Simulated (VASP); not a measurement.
# Ga3Sb (I4/mmm) in VASP: single point with PBE

Aim: the single point of Ga3Sb with PBE.

Program: VASP 6.6.1. These are calculated values, not measurements. Logs are shortened: lines on timing, memory, paths and dates and some standing lists are left out, and cuts for length are marked.

## Step 1: The crystal as given

The structure is tetragonal, space group I4/mmm (No. 139). The conventional cell has a = 4.008 Å, b = 4.008 Å, c = 11.417 Å, α = 90.00°, β = 90.00°, γ = 90.00°. Ga (site symmetry 4mm) is surrounded by 5 Ga at 2.83 to 2.86 Å and 1 Sb at 2.84 Å. Ga (site symmetry 4/mmm) is surrounded by 4 Sb at 2.83 Å and 2 Ga at 2.86 Å. Around Sb (site symmetry 4/mmm) lie 6 Ga at 2.83 to 2.84 Å.

The cell was built by a generator and needn't be a form met in nature.

## Step 2: Single point, PBE

The input, INCAR:

```
SYSTEM = Ga3Sb
PREC = Normal ; ENCUT = 520
EDIFF = 1E-5 ; ISMEAR = 0
SIGMA = 0.15 ; LREAL = Auto
LASPH = .TRUE. ; NELM = 80
ALGO = Fast ; ISIF = 2
LWAVE = .FALSE. ; LCHARG = .FALSE.
GGA = PE ; NBANDS = 54
```

The input, KPOINTS:

```
Automatic mesh
0
G
  6 6 6
  0 0 0
```

The input, POSCAR:

```
Ga3Sb
1.0
   -2.0041000000      2.0041000000      5.7086200000
    2.0041000000     -2.0041000000      5.7086200000
    4.0082000000      4.0082000000    -11.4172400000
Ga Sb
6 2
Direct
    0.2508780000      0.2508780000      0.0000000000
    0.2508780000      0.2508780000      0.5000000000
    0.7491220000      0.7491220000      0.0000000000
    0.7491220000      0.7491220000      0.5000000000
    0.0000000000      0.0000000000      0.0000000000
    0.0000000000      0.0000000000      0.5000000000
    0.5000000000      0.5000000000      0.0000000000
    0.5000000000      0.5000000000      0.5000000000
```

Potentials or basis: VASP PAW PBE potentials, release 64 (Ga_d, Sb).

Started as:

```bash
$ cat potpaw_PBE.64/Ga_d/POTCAR potpaw_PBE.64/Sb/POTCAR > POTCAR
$ mpirun -np 1 vasp_std > vasp.out
```

OUTCAR:

```text
SYSTEM = Ga3Sb
   PREC = Normal
   ENCUT = 520
   EDIFF = 1E-5
   ISMEAR = 0
   LREAL = Auto
   LASPH = .TRUE.
   NELM = 80
   ISIF = 2
   GGA = PE

 ion  position               nearest neighbor table
   1  0.251  0.251  0.000-   4 2.83   3 2.83   3 2.83   4 2.83   7 2.84   5 2.86
   2  0.251  0.251  0.500-   3 2.83   4 2.83   4 2.83   3 2.83   8 2.84   6 2.86
   3  0.749  0.749  0.000-   2 2.83   1 2.83   1 2.83   2 2.83   7 2.84   5 2.86
   4  0.749  0.749  0.500-   1 2.83   2 2.83   2 2.83   1 2.83   8 2.84   6 2.86
   5  0.000  0.000  0.000-   8 2.83   7 2.83   7 2.83   8 2.83   1 2.86   3 2.86
   6  0.000  0.000  0.500-   7 2.83   8 2.83   8 2.83   7 2.83   2 2.86   4 2.86
   7  0.500  0.500  0.000-   6 2.83   5 2.83   5 2.83   6 2.83   1 2.84   3 2.84
   8  0.500  0.500  0.500-   5 2.83   6 2.83   6 2.83   5 2.83   2 2.84   4 2.84

  LATTYP: Found a base centered orthorhombic cell.
 ALAT       =     5.6684508007
 B/A-ratio  =     2.0141729022
 C/A-ratio  =     1.0000000000

  Lattice vectors:

 A1 = (   2.0041000000,  -2.0041000000,  -5.7086200000)
 A2 = (   2.0041000000,  -2.0041000000,   5.7086200000)
 A3 = (  -4.0082000000,  -4.0082000000,   0.0000000000)

Analysis of symmetry for initial positions (statically):
=====================================================================
 Subroutine PRICEL returns following result:

  LATTYP: Found a body centered tetragonal cell.
 ALAT       =     4.0082000000
 C/A-ratio  =     2.8484706352

  Lattice vectors:

 A1 = (  -2.0041000000,   2.0041000000,   5.7086200000)
 A2 = (   2.0041000000,  -2.0041000000,   5.7086200000)
 A3 = (   2.0041000000,   2.0041000000,  -5.7086200000)

   2 primitive cells build up your supercell.

 Routine SETGRP: Setting up the symmetry group for a
 base centered orthorhombic supercell.

 Subroutine GETGRP returns: Found  8 space group operations
 (whereof  8 operations were pure point group operations)
 out of a pool of  8 trial point group operations.

The static configuration has the point symmetry D_2h.

Analysis of symmetry for dynamics (positions and initial velocities):
=====================================================================
 Subroutine PRICEL returns following result:

  LATTYP: Found a body centered tetragonal cell.
 ALAT       =     4.0082000000
 C/A-ratio  =     2.8484706352

  Lattice vectors:

 A1 = (  -2.0041000000,   2.0041000000,   5.7086200000)
 A2 = (   2.0041000000,  -2.0041000000,   5.7086200000)
 A3 = (   2.0041000000,   2.0041000000,  -5.7086200000)

   2 primitive cells build up your supercell.

 Routine SETGRP: Setting up the symmetry group for a
 base centered orthorhombic supercell.

 Subroutine GETGRP returns: Found  8 space group operations
 (whereof  8 operations were pure point group operations)
 out of a pool of  8 trial point group operations.

The dynamic configuration has the point symmetry D_2h.

 Subroutine INISYM returns: Found  8 space group operations
 (whereof  8 operations are pure point group operations),
 and found     2 'primitive' translations

----------------------------------------------------------------------------------------

                                     Primitive cell

  volume of cell :      91.7128

  direct lattice vectors                    reciprocal lattice vectors
    -2.004100000  2.004100000  5.708620000     0.000000000  0.249488548  0.087586842
     2.004100000 -2.004100000  5.708620000     0.249488548  0.000000000  0.087586842
     2.004100000  2.004100000 -5.708620000     0.249488548  0.249488548  0.000000000

  length of vectors
     6.373474400  6.373474400  6.373474400     0.264416321  0.264416321  0.352830089

  position of ions in fractional coordinates (direct lattice)
     0.250878000  0.250878000  0.000000000
     0.749122000  0.749122000  0.000000000
     0.000000000  0.000000000  0.000000000
     0.500000000  0.500000000  0.000000000

  ion indices of the primitive-cell ions
   primitive index   ion index
                 1           1
                 2           3
                 3           5
                 4           7

----------------------------------------------------------------------------------------

 KPOINTS: Automatic mesh

Automatic generation of k-mesh.
 Grid dimensions read from file:
 generate k-points for:    6    6    6

 Generating k-lattice:

  Cartesian coordinates                     Fractional coordinates (reciprocal lattice)
     0.000000000  0.041581425  0.014597807     0.166666667  0.000000000 -0.000000000
     0.041581425  0.000000000  0.014597807     0.000000000  0.166666667 -0.000000000
     0.020790712  0.020790712  0.000000000     0.000000000  0.000000000  0.166666667

  Length of vectors
     0.044069387  0.044069387  0.029402507

  Shift w.r.t. Gamma in fractional coordinates (k-lattice)
     0.000000000  0.000000000  0.000000000

 Subroutine IBZKPT returns following result:
 ===========================================

 Found     52 irreducible k-points:

 Following reciprocal coordinates:
            Coordinates               Weight
  0.000000  0.000000  0.000000      1.000000
  0.166667 -0.000000  0.000000      8.000000
  0.333333  0.000000 -0.000000      8.000000
  0.500000  0.000000  0.000000      2.000000
  0.166667  0.166667  0.000000      4.000000
  0.333333  0.166667 -0.000000      4.000000
[... 16 lines left out ...]
 -0.333333  0.166667  0.166667      4.000000
 -0.166667  0.166667  0.166667      4.000000
 [... further k-points ...]
   k-points           NKPTS =     52   k-points in BZ     NKDIM =     52   number of bands    NBANDS=     54
   number of dos      NEDOS =    301   number of ions     NIONS =      8
   total plane-waves  NPLWV =  93312
   dimension x,y,z NGX =    36 NGY =   36 NGZ =   72
   dimension x,y,z NGXF=    72 NGYF=   72 NGZF=  144
   ions per type =               6   2
   NGX,Y,Z   is equivalent  to a cutoff of   9.39,  9.39,  9.39 a.u.
   NGXF,Y,Z  is equivalent  to a cutoff of  18.78, 18.78, 18.78 a.u.
 SYSTEM =  Ga3Sb
   PREC   = normal    normal or accurate (medium, high low for compatibility)
   ISTART =      0    job   : 0-new  1-cont  2-samecut
   ICHARG =      2    charge: 1-file 2-atom 10-const
   ISPIN  =      1    spin polarized calculation?
   LNONCOLLINEAR =      F non collinear calculations
   LSORBIT =      F    spin-orbit coupling
   LASPH  =      T    aspherical Exc in radial PAW
   ENCUT  =  520.0 eV  38.22 Ry    6.18 a.u.  11.85 11.85 23.70*2*pi/ulx,y,z
   NELM   =     80;   NELMIN=  2; NELMDL= -5     # of ELM steps
   EDIFF  = 0.1E-04   stopping-criterion for ELM
   LREAL  =      T    real-space projection
   EDIFFG = 0.1E-03   stopping-criterion for IOM
   NSW    =      0    number of steps for IOM
   IBRION =     -1    ionic relax: 0-MD 1-quasi-New 2-CG
   NFREE  =      0    steps in history (QN), initial steepest desc. (CG)
   ISIF   =      2    stress and relaxation
   ISYM   =      2    0-nonsym 1-usesym 2-fastsym
   POTIM  = 0.5000    time-step for ionic-motion
   TEBEG  =    0.0;   TEEND  =   0.0 temperature during run
   PSTRESS=    0.0 pullay stress
   NELECT =      88.0000    total number of electrons
   NUPDOWN=      -1.0000    fix difference up-down
   EMIN   =  10.00;   EMAX   =-10.00  energy-range for DOS
   EFERMI =   0.00;   METHOD = LEGACY
   ISMEAR =     0;   SIGMA  =   0.15  broadening in eV -4-tet -1-fermi 0-gaus
   EFERMI_NEDOS =   21; number of points for ismear=-14 and -15
   IALGO  =     68    algorithm
   IMIX   =      4    mixing-type and parameters
     AMIX     =   0.40;   BMIX     =  1.00
     AMIX_MAG =   1.60;   BMIX_MAG =  1.00
  volume/ion in A,a.u.               =      22.93       154.73
  Fermi-wavevector in a.u.,A,eV,Ry     =   1.281590  2.421854 22.347199  1.642473
  Thomas-Fermi vector in A             =   2.413951
   LORBIT       =      0    0 simple, 1 ext, 2 COOP (PROOUT), +10 PAW based schemes
   GGA     = PE    functional components
   LHFCALC =     F    Hartree Fock is set to
   AEXX    =    0.0000 exact exchange contribution
   IVDW    =     0    specifies the selected vdW correction
   LEPSILON=     F    determine dielectric tensor
   LRPA    =     F    only Hartree local field effects (RPA)
 non-spin polarized calculation
 RMM-DIIS sequential band-by-band and
 Gauss-broadening in eV      SIGMA  =   0.15
  energy-cutoff  :      520.00
  volume of cell :      183.43
 maximum number of plane-waves:      4975
   NGX = 23   NGY = 23   NGZ = 47

 number of electron      87.9999977 magnetization

 Free energy of the ion-electron system (eV)
  ---------------------------------------------------
  ext. energy  EPLUGINS =         0.00000000
  ---------------------------------------------------
  free energy    TOTEN  =       -25.28212915 eV

  energy without entropy =      -25.25124866  energy(sigma->0) =      -25.26668891

 E-fermi :   5.4571     XC(G=0): -10.2106

 val. band max:        5.4124224584   @ k =   0.0000   0.0000   0.1667
 cond. band min:       5.4595701646   @ k =  -0.1667   0.5000   0.1667
 fundamental gap:      0.0471477063
 Fermi energy:         5.4571192504

 k-point     1 :       0.0000    0.0000    0.0000
  band No.  band energies     occupation
      1      -9.6332      2.00000
      2      -9.6155      2.00000
      3      -9.6087      2.00000
      4      -9.5576      2.00000
      5      -9.5478      2.00000
      6      -9.5337      2.00000
[... 46 lines left out ...]
     53      10.4039      0.00000
     54      11.9438      0.00000

 k-point     2 :       0.1667   -0.0000    0.0000
  band No.  band energies     occupation
      1      -9.6090      2.00000
      2      -9.6056      2.00000
      3      -9.6013      2.00000
      4      -9.5494      2.00000
      5      -9.5295      2.00000
      6      -9.5255      2.00000
[... 46 lines left out ...]
     53      10.5498      0.00000
     54      10.7936      0.00000
[... 1195 lines left out ...]
     53       9.5926      0.00000
     54      10.0747      0.00000

 k-point    24 :      -0.1667    0.1667    0.1667
  band No.  band energies     occupation
      1      -9.6067      2.00000
      2      -9.5944      2.00000
      3      -9.5669      2.00000
      4      -9.5382      2.00000
      5      -9.5317      2.00000
      6      -9.5241      2.00000
[... 46 lines left out ...]
     53      10.5163      0.00000
     54      10.8967      0.00000

 [... further k-points ...]
[... 5 lines left out ...]
  --------------------------------------------------------------------------------------
  -------------------------------------------------------------------------------------
  Total        0.0823047      0.0823047      0.9051229      0.0051617      0.0000000      0.0000000
  in kB        0.7189117      0.7189117      7.9060258      0.0450866      0.0000000      0.0000000
  external PRESSURE =       3.1146164 kB  Pullay stress =       0.0000000 kB

 VOLUME and BASIS-vectors are now :
 -----------------------------------------------------------------------------
  energy-cutoff  :      520.00
  volume of cell :      183.43
      direct lattice vectors                 reciprocal lattice vectors
    -2.004100000  2.004100000  5.708620000     0.000000000  0.249488548  0.087586842
     2.004100000 -2.004100000  5.708620000     0.249488548  0.000000000  0.087586842
     4.008200000  4.008200000-11.417240000     0.124744274  0.124744274  0.000000000

 POSITION                                       TOTAL-FORCE (eV/Angst)
 -----------------------------------------------------------------------------------
      0.00000      0.00000      2.86433         0.000000      0.000000      0.042493
      2.00410      2.00410     -2.84429        -0.000000     -0.000000      0.042493
      0.00000      0.00000      8.55291         0.000000      0.000000     -0.042493
      2.00410      2.00410      2.84429         0.000000      0.000000     -0.042493
      0.00000      0.00000      0.00000        -0.000000     -0.000000      0.000000
      2.00410      2.00410     -5.70862        -0.000000     -0.000000      0.000000
      0.00000      0.00000      5.70862        -0.000000     -0.000000      0.000000
      2.00410      2.00410      0.00000        -0.000000     -0.000000      0.000000
 -----------------------------------------------------------------------------------
    total drift:                                0.000000      0.000000      0.000000

  FREE ENERGIE OF THE ION-ELECTRON SYSTEM (eV)
  ---------------------------------------------------
  free  energy   TOTEN  =       -25.2821291484 eV

  energy  without entropy=      -25.2512486633  energy(sigma->0) =      -25.26668891
```

It took 7.4 min on 1 thread of Intel Xeon Platinum 8488C (Sapphire Rapids), shared host; peak memory 0.48 GiB.

What came out:

| Property | Result |
| --- | --- |
| Free energy | -25.2821 eV |
| Pressure | 0.3 GPa |
| Largest force | 0.042 eV/Å |
| Band gap on the k mesh | none (metal or under the smearing width) |

Forces on the atoms (eV/Å):
```
Ga   0.000  0.000  0.042
Ga   0.000  0.000  0.042
Ga   0.000  0.000 -0.042
Ga   0.000  0.000 -0.042
Ga   0.000  0.000  0.000
Ga   0.000  0.000  0.000
Sb   0.000  0.000  0.000
Sb   0.000  0.000  0.000
```

Stress tensor (GPa, compression positive):
```
0.07 0.00 0.00
0.00 0.07 0.00
0.00 0.00 0.79
```

Levels at points of the mesh, in eV from the Fermi level:
| k point | band 41 | band 42 | band 43 | band 44 | band 45 | band 46 | band 47 | band 48 |
| --- | --- | --- | --- | --- | --- | --- | --- | --- |
| (0.00, 0.00, 0.00) | -2.68 | -1.66 | -1.49 | -1.43 | -1.43 | -1.42 | 0.33 | 0.34 |
| (0.50, 0.00, 0.00) | -0.20 | -0.20 | 0.32 | 0.32 | 1.81 | 1.81 | 2.01 | 2.01 |
| (0.50, 0.50, 0.00) | -1.89 | -1.89 | -1.66 | -1.43 | -0.44 | 0.49 | 1.43 | 1.43 |
| (0.00, 0.00, 0.50) | -3.18 | -3.18 | -1.58 | -1.58 | 0.27 | 0.27 | 3.44 | 3.44 |
| (0.50, 0.00, 0.50) | -1.71 | -1.71 | -0.96 | -0.96 | 0.49 | 0.49 | 1.41 | 1.41 |
| (0.50, 0.50, 0.50) | -0.84 | -0.84 | -0.34 | -0.34 | 0.68 | 0.68 | 1.29 | 1.29 |

The run has no spin-orbit coupling, so splittings on Sb are missing.
